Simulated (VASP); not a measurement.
# SiNi (P2_13) in VASP: a series of runs

One crystal, SiNi, is run at these levels: LDA; tasks: relaxation of cell and atoms, relaxation of the atoms.

Program: VASP 6.6.1. These are calculated values, not measurements. Logs are shortened: lines on timing, memory, paths and dates and some standing lists are left out, and cuts for length are marked.

**1. The crystal as given**

Symmetry: P2_13, No. 198, cubic system. Conventional cell: a = 4.504 Å, b = 4.504 Å, c = 4.504 Å, α = 90.00°, β = 90.00°, γ = 90.00°. Si (site symmetry 3) is surrounded by 7 Ni at 2.36 to 2.44 Å. Ni (site symmetry 3) is surrounded by 7 Si at 2.36 to 2.44 Å.

The cell is a database's computed one.

**2. Relaxation of cell and atoms, LDA**

File INCAR:

```
PREC = Accurate
ENCUT = 600
EDIFF = 1E-6
ISMEAR = 1
SIGMA = 0.1
LREAL = False
LASPH = True
NELM = 80
ALGO = Normal
ISIF = 3
LWAVE = False
LCHARG = False
IBRION = 2
NSW = 90
EDIFFG = -0.01
KPAR = 4
```

File KPOINTS:

```
regular mesh
0
Gamma
  8 8 8
```

File POSCAR:

```
SiNi
1.0
    4.5036940000      0.0000000000      0.0000000000
    0.0000000000      4.5036940000      0.0000000000
    0.0000000000      0.0000000000      4.5036940000
Si Ni
4 4
Direct
    0.6531700000      0.1531700000      0.3468300000
    0.1531700000      0.3468300000      0.6531700000
    0.3468300000      0.6531700000      0.1531700000
    0.8468300000      0.8468300000      0.8468300000
    0.3504960000      0.8504960000      0.6495040000
    0.8504960000      0.6495040000      0.3504960000
    0.6495040000      0.3504960000      0.8504960000
    0.1495040000      0.1495040000      0.1495040000
```

Potentials or basis: VASP PAW LDA potentials, release 64 (Si, Ni).

Run with:

```sh
cat potpaw_LDA.64/Si/POTCAR potpaw_LDA.64/Ni/POTCAR > POTCAR
mpirun -np 4 vasp_std > vasp.out
```

OUTCAR:

```text
PREC = Accurate
   ENCUT = 600
   EDIFF = 1E-6
   ISMEAR = 1
   LREAL = False
   LASPH = True
   NELM = 80
   ISIF = 3
   IBRION = 2
   NSW = 90
   EDIFFG = -0.01

 ion  position               nearest neighbor table
   1  0.653  0.153  0.347-   5 2.36   6 2.41   7 2.41   8 2.41   7 2.44   6 2.44   8 2.44   2 2.78
                             4 2.78   3 2.78   3 2.78   2 2.78   4 2.78
   2  0.153  0.347  0.653-   6 2.36   5 2.41   7 2.41   8 2.41   5 2.44   8 2.44   7 2.44   1 2.78
                             3 2.78   3 2.78   4 2.78   1 2.78   4 2.78
   3  0.347  0.653  0.153-   7 2.36   6 2.41   5 2.41   8 2.41   6 2.44   5 2.44   8 2.44   1 2.78
                             2 2.78   2 2.78   1 2.78   4 2.78   4 2.78
   4  0.847  0.847  0.847-   8 2.36   6 2.41   7 2.41   5 2.41   7 2.44   6 2.44   5 2.44   2 2.78
                             3 2.78   1 2.78   1 2.78   2 2.78   3 2.78
   5  0.350  0.850  0.650-   1 2.36   2 2.41   3 2.41   4 2.41   3 2.44   2 2.44   4 2.44   8 2.78
                             6 2.78   8 2.78   6 2.78   7 2.78   7 2.78
   6  0.850  0.650  0.350-   2 2.36   1 2.41   3 2.41   4 2.41   1 2.44   4 2.44   3 2.44   5 2.78
                             7 2.78   7 2.78   5 2.78   8 2.78   8 2.78
   7  0.650  0.350  0.850-   3 2.36   2 2.41   1 2.41   4 2.41   2 2.44   1 2.44   4 2.44   6 2.78
                             6 2.78   8 2.78   8 2.78   5 2.78   5 2.78
   8  0.150  0.150  0.150-   4 2.36   2 2.41   3 2.41   1 2.41   3 2.44   2 2.44   1 2.44   5 2.78
                             7 2.78   5 2.78   7 2.78   6 2.78   6 2.78

  LATTYP: Found a simple cubic cell.
 ALAT       =     4.5036940000

  Lattice vectors:

 A1 = (   4.5036940000,   0.0000000000,   0.0000000000)
 A2 = (   0.0000000000,   4.5036940000,   0.0000000000)
 A3 = (   0.0000000000,   0.0000000000,   4.5036940000)

Analysis of symmetry for initial positions (statically):
=====================================================================
 Subroutine PRICEL returns:
 Original cell was already a primitive cell.

 Routine SETGRP: Setting up the symmetry group for a
 simple cubic supercell.

 Subroutine GETGRP returns: Found 12 space group operations
 (whereof  3 operations were pure point group operations)
 out of a pool of 48 trial point group operations.

The static configuration has the point symmetry C_3 .
 The point group associated with its full space group is T   .

Analysis of symmetry for dynamics (positions and initial velocities):
=====================================================================
 Subroutine PRICEL returns:
 Original cell was already a primitive cell.

 Routine SETGRP: Setting up the symmetry group for a
 simple cubic supercell.

 Subroutine GETGRP returns: Found 12 space group operations
 (whereof  3 operations were pure point group operations)
 out of a pool of 48 trial point group operations.

The dynamic configuration has the point symmetry C_3 .
 The point group associated with its full space group is T   .

 Subroutine INISYM returns: Found 12 space group operations
 (whereof  3 operations are pure point group operations),
 and found     1 'primitive' translations

----------------------------------------------------------------------------------------

                                     Primitive cell

  volume of cell :      91.3496

  direct lattice vectors                    reciprocal lattice vectors
     4.503694000  0.000000000  0.000000000     0.222039952  0.000000000  0.000000000
     0.000000000  4.503694000  0.000000000     0.000000000  0.222039952  0.000000000
     0.000000000  0.000000000  4.503694000     0.000000000  0.000000000  0.222039952

  length of vectors
     4.503694000  4.503694000  4.503694000     0.222039952  0.222039952  0.222039952

  position of ions in fractional coordinates (direct lattice)
     0.653170000  0.153170000  0.346830000
     0.153170000  0.346830000  0.653170000
     0.346830000  0.653170000  0.153170000
     0.846830000  0.846830000  0.846830000
     0.350496000  0.850496000  0.649504000
     0.850496000  0.649504000  0.350496000
     0.649504000  0.350496000  0.850496000
     0.149504000  0.149504000  0.149504000

  ion indices of the primitive-cell ions
   primitive index   ion index
                 1           1
                 2           2
                 3           3
                 4           4
                 5           5
                 6           6
                 7           7
                 8           8

----------------------------------------------------------------------------------------

 KPOINTS: regular mesh

Automatic generation of k-mesh.
 Grid dimensions read from file:
 generate k-points for:    8    8    8

 Generating k-lattice:

  Cartesian coordinates                     Fractional coordinates (reciprocal lattice)
     0.027754994  0.000000000  0.000000000     0.125000000  0.000000000  0.000000000
     0.000000000  0.027754994  0.000000000     0.000000000  0.125000000  0.000000000
     0.000000000  0.000000000  0.027754994     0.000000000  0.000000000  0.125000000

  Length of vectors
     0.027754994  0.027754994  0.027754994

  Shift w.r.t. Gamma in fractional coordinates (k-lattice)
     0.000000000  0.000000000  0.000000000

 Subroutine IBZKPT returns following result:
 ===========================================

 Found     45 irreducible k-points:

 Following reciprocal coordinates:
            Coordinates               Weight
  0.000000  0.000000  0.000000      1.000000
  0.125000  0.000000  0.000000      6.000000
  0.250000  0.000000  0.000000      6.000000
  0.375000  0.000000  0.000000      6.000000
  0.500000  0.000000  0.000000      3.000000
  0.125000  0.125000  0.000000     12.000000
[... 16 lines left out ...]
  0.250000  0.125000  0.125000     24.000000
  0.375000  0.125000  0.125000     24.000000
 [... further k-points ...]
   k-points           NKPTS =     45   k-points in BZ     NKDIM =     45   number of bands    NBANDS=     33
   number of dos      NEDOS =    301   number of ions     NIONS =      8
   total plane-waves  NPLWV =  46656
   dimension x,y,z NGX =    36 NGY =   36 NGZ =   36
   dimension x,y,z NGXF=    72 NGYF=   72 NGZF=   72
   ions per type =               4   4
   NGX,Y,Z   is equivalent  to a cutoff of  13.29, 13.29, 13.29 a.u.
   NGXF,Y,Z  is equivalent  to a cutoff of  26.58, 26.58, 26.58 a.u.
 SYSTEM =  unknown system
   PREC   = accura    normal or accurate (medium, high low for compatibility)
   ISTART =      0    job   : 0-new  1-cont  2-samecut
   ICHARG =      2    charge: 1-file 2-atom 10-const
   ISPIN  =      1    spin polarized calculation?
   LNONCOLLINEAR =      F non collinear calculations
   LSORBIT =      F    spin-orbit coupling
   LASPH  =      T    aspherical Exc in radial PAW
   ENCUT  =  600.0 eV  44.10 Ry    6.64 a.u.   8.99  8.99  8.99*2*pi/ulx,y,z
   NELM   =     80;   NELMIN=  2; NELMDL= -5     # of ELM steps
   EDIFF  = 0.1E-05   stopping-criterion for ELM
   LREAL  =      F    real-space projection
   EDIFFG = -.1E-01   stopping-criterion for IOM
   NSW    =     90    number of steps for IOM
   IBRION =      2    ionic relax: 0-MD 1-quasi-New 2-CG
   NFREE  =      1    steps in history (QN), initial steepest desc. (CG)
   ISIF   =      3    stress and relaxation
   ISYM   =      2    0-nonsym 1-usesym 2-fastsym
   POTIM  = 0.5000    time-step for ionic-motion
   TEBEG  =    0.0;   TEEND  =   0.0 temperature during run
   PSTRESS=    0.0 pullay stress
   NELECT =      56.0000    total number of electrons
   NUPDOWN=      -1.0000    fix difference up-down
   EMIN   =  10.00;   EMAX   =-10.00  energy-range for DOS
   EFERMI =   0.00;   METHOD = LEGACY
   ISMEAR =     1;   SIGMA  =   0.10  broadening in eV -4-tet -1-fermi 0-gaus
   EFERMI_NEDOS =   21; number of points for ismear=-14 and -15
   IALGO  =     38    algorithm
   IMIX   =      4    mixing-type and parameters
     AMIX     =   0.40;   BMIX     =  1.00
     AMIX_MAG =   1.60;   BMIX_MAG =  1.00
  volume/ion in A,a.u.               =      11.42        77.06
  Fermi-wavevector in a.u.,A,eV,Ry     =   1.390706  2.628053 26.314523  1.934063
  Thomas-Fermi vector in A             =   2.514615
   LORBIT       =      0    0 simple, 1 ext, 2 COOP (PROOUT), +10 PAW based schemes
   GGA     = CA    functional components
   LHFCALC =     F    Hartree Fock is set to
   AEXX    =    0.0000 exact exchange contribution
   IVDW    =     0    specifies the selected vdW correction
   LEPSILON=     F    determine dielectric tensor
   LRPA    =     F    only Hartree local field effects (RPA)
 conjugate gradient relaxation of ions
 non-spin polarized calculation
 Methfessel and Paxton  Order N= 1 SIGMA  =   0.10
  energy-cutoff  :      600.00
  volume of cell :       91.35
 maximum number of plane-waves:      3112
   NGX = 17   NGY = 17   NGZ = 17

--------------------------------------- Ionic step        1  -------------------------------------------

 number of electron      55.9999997 magnetization

 Free energy of the ion-electron system (eV)
  ---------------------------------------------------
  ext. energy  EPLUGINS =         0.00000000
  ---------------------------------------------------
  free energy    TOTEN  =       -54.14545157 eV

  energy without entropy =      -54.14909950  energy(sigma->0) =      -54.14666755

------------------------ aborting loop because EDIFF is reached ----------------------------------------

  FORCE on cell =-STRESS in cart. coord.  units (eV):
  Direction    XX          YY          ZZ          XY          YZ          ZX
  --------------------------------------------------------------------------------------
  -------------------------------------------------------------------------------------
  Total       -5.2119015     -5.2119015     -5.2119015     -0.0000000     -0.0000000      0.0000000
  in kB      -91.4113565    -91.4113565    -91.4113565     -0.0000000     -0.0000000      0.0000000
  external PRESSURE =     -91.4113565 kB  Pullay stress =       0.0000000 kB
[... 195 lines left out ...]
  energy  without entropy=      -54.2760194072  energy(sigma->0) =      -54.27371212

--------------------------------------- Ionic step        6  -------------------------------------------

 number of electron      56.0000003 magnetization

 Free energy of the ion-electron system (eV)
  ---------------------------------------------------
  ext. energy  EPLUGINS =         0.00000000
  ---------------------------------------------------
  free energy    TOTEN  =       -54.27260434 eV

  energy without entropy =      -54.27605632  energy(sigma->0) =      -54.27375500

 E-fermi :  12.5806     XC(G=0): -13.0060

 val. band max:       12.5395836841   @ k =  -0.1250   0.3750   0.0000
 cond. band min:      12.6422924992   @ k =   0.2500   0.2500   0.0000
 fundamental gap:      0.1027088150
 Fermi energy:        12.5805574921

 k-point     1 :       0.0000    0.0000    0.0000
  band No.  band energies     occupation
      1      -2.0291      2.00000
      2       3.5282      2.00000
      3       3.5282      2.00000
      4       3.5282      2.00000
      5       6.0228      2.00000
      6       6.0228      2.00000
[... 853 lines left out ...]
     32      14.3452     -0.00000
     33      14.8049      0.00000

 [... further k-points ...]

------------------------ aborting loop because EDIFF is reached ----------------------------------------

  FORCE on cell =-STRESS in cart. coord.  units (eV):
  Direction    XX          YY          ZZ          XY          YZ          ZX
  --------------------------------------------------------------------------------------
  -------------------------------------------------------------------------------------
  Total        0.0496950      0.0496950      0.0496950     -0.0000000      0.0000000      0.0000000
  in kB        0.9146130      0.9146130      0.9146130     -0.0000000      0.0000000      0.0000000
  external PRESSURE =       0.9146130 kB  Pullay stress =       0.0000000 kB
[... 23 lines left out ...]
  FREE ENERGIE OF THE ION-ELECTRON SYSTEM (eV)
  ---------------------------------------------------
  free  energy   TOTEN  =       -54.2726043414 eV

  energy  without entropy=      -54.2760563171  energy(sigma->0) =      -54.27375500

 reached required accuracy - stopping structural energy minimisation
```

It took 60 s on 4 MPI ranks of Intel Xeon 6975P-C (Granite Rapids), shared host; peak memory 0.26 GiB.

Results:

```yaml
Free_energy: -54.2726 eV
Relaxed_volume: 10.88 Å³/atom
Relaxed_cell: a = 4.432 Å, b = 4.432 Å, c = 4.432 Å, α = 90.00°, β = 90.00°, γ = 90.00°
Space_group_after_relaxing_to_0.05_Å: P2_13 (No. 198)
Energy_gained_by_relaxing: 15.9 meV/atom
Ionic_steps: 6
Pressure_after_relaxing: 0.1 GPa
Largest_force_after_relaxing: 0.005 eV/Å
Band_gap_on_the_k_mesh: none (metal or under the smearing width)
```

Forces on the atoms (eV/Å):
```
Si  -0.002 -0.002  0.002
Si  -0.002  0.002 -0.002
Si   0.002 -0.002 -0.002
Si   0.002  0.002  0.002
Ni   0.003  0.003 -0.003
Ni   0.003 -0.003  0.003
Ni  -0.003  0.003  0.003
Ni  -0.003 -0.003 -0.003
```

Step by step:
| step | energy change (eV) | largest force (eV/Å) | pressure (GPa) | volume (Å³) |
| --- | --- | --- | --- | --- |
| 1 | 0.0000 | 0.0614 | -9.14 | 91.35 |
| 2 | 0.0135 | 0.0391 | 11.55 | 83.00 |
| 3 | -0.1270 | 0.0252 | -0.11 | 87.13 |
| 4 | -0.1270 | 0.0243 | 0.02 | 87.05 |
| 5 | -0.1271 | 0.0133 | 0.10 | 87.05 |
| 6 | -0.1272 | 0.0051 | 0.09 | 87.05 |

Final structure:
```
Si Ni
1.0
     4.43195    0.00000    0.00000
     0.00000    4.43195    0.00000
     0.00000    0.00000    4.43195
Si Ni
4 4
Direct
  0.65370 0.15370 0.34630
  0.15370 0.34630 0.65370
  0.34630 0.65370 0.15370
  0.84630 0.84630 0.84630
  0.35072 0.85072 0.64928
  0.85072 0.64928 0.35072
  0.64928 0.35072 0.85072
  0.14928 0.14928 0.14928
```

Levels at points of the mesh, in eV from the Fermi level:
| k point | band 24 | band 25 | band 26 | band 27 | band 28 | band 29 | band 30 | band 31 | band 32 | band 33 |
| --- | --- | --- | --- | --- | --- | --- | --- | --- | --- | --- |
| (0.00, 0.00, 0.00) | -2.43 | -1.73 | -1.73 | -1.73 | 1.09 | 1.09 | 1.09 | 1.43 | 1.43 | 2.08 |
| (0.50, 0.00, 0.00) | -2.29 | -2.13 | -2.13 | -0.66 | -0.66 | -0.18 | -0.18 | 2.87 | 2.87 | 2.98 |
| (0.50, 0.50, 0.00) | -2.60 | -1.63 | -1.63 | -1.03 | -1.03 | 0.40 | 0.40 | 0.91 | 0.91 | 4.00 |
| (0.50, 0.50, 0.50) | -2.85 | -1.90 | -1.90 | -1.90 | -1.90 | 4.38 | 4.38 | 4.38 | 4.38 | 4.66 |

Spin polarisation is off, so any magnetic state and its effect on volume and gap are missing.

(Part 1 of 3 ends here.)
